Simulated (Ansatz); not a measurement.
## CdSe: a vibration from a frozen displacement

Method: Ansatz, DFT PBE, scalar-relativistic, plane waves, PAW. The runs took a 420 eV cutoff, a Γ-centred 10×10×10 mesh and Gaussian smearing (0.05 eV). No spin polarisation. Energies are free energies at this smearing, counted from the undisturbed cell; pressure is positive in compression.

Reference structure (as given, not relaxed at this level; it stands at 1.3 GPa; this zinc-blende form isn't the usual structure):

```
CELL_PARAMETERS angstrom
0.00000 3.07027 3.07027
3.07027 0.00000 3.07027
3.07027 3.07027 0.00000
ATOMIC_POSITIONS crystal
Cd 0.00000 0.00000 0.00000
Se 0.75000 0.75000 0.75000
```

Every Se atom is moved by x along the Cartesian unit vector (0.577, -0.577, -0.577); the cell and all other atoms stay fixed. The cell's volume is 57.88 Å³; the moved atoms weigh 78.971 u together and the others 112.414 u.

| x (Å) | ΔE (meV/cell) | total force on the moved atoms along the move (eV/Å) | pressure (GPa) |
| --- | --- | --- | --- |
| -0.3000 | 134.29 | 0.7126 | 2.3601 |
| -0.2250 | 83.63 | 0.6301 | 1.9617 |
| -0.1500 | 41.14 | 0.4928 | 1.6203 |
| -0.0750 | 11.39 | 0.2882 | 1.3784 |
| 0.0000 | 0.00 | 0.0000 | 1.2853 |
| 0.0750 | 14.03 | -0.3940 | 1.3992 |
| 0.1500 | 62.45 | -0.9225 | 1.7876 |
| 0.2250 | 156.69 | -1.6231 | 2.5299 |
| 0.2625 | 225.43 | -2.0527 | 3.0624 |
| 0.3000 | 311.43 | -2.5451 | 3.7198 |

Problem. What frequency belongs to this motion?

Solution. The force constant is k = −dF/dx = 4.548 eV/Å², from the parabola through x = -0.0750, 0 and 0.0750. In every cell the moved atoms swing against the rest, so the mass is μ = m₁m₂/(m₁ + m₂) = 46.385 u, and ν̃ = 521.5 cm⁻¹ × √(|k|/μ) = 163 cm⁻¹, at this cell's pressure of 1.3 GPa. To first order in x, and within 1 %, the force on every atom lies along the move and, within each of the two groups, in proportion to the atom's mass, so this is itself a mode at the zone centre of this cell, taken without macroscopic field (the transverse frequency in a polar insulator).

Problem. How far does the harmonic law reach?

Solution. At x = -0.300 Å, kx²/2 = 204.68 meV against the computed 134.29 meV (-34.4 %): the well softens in this direction at large amplitude.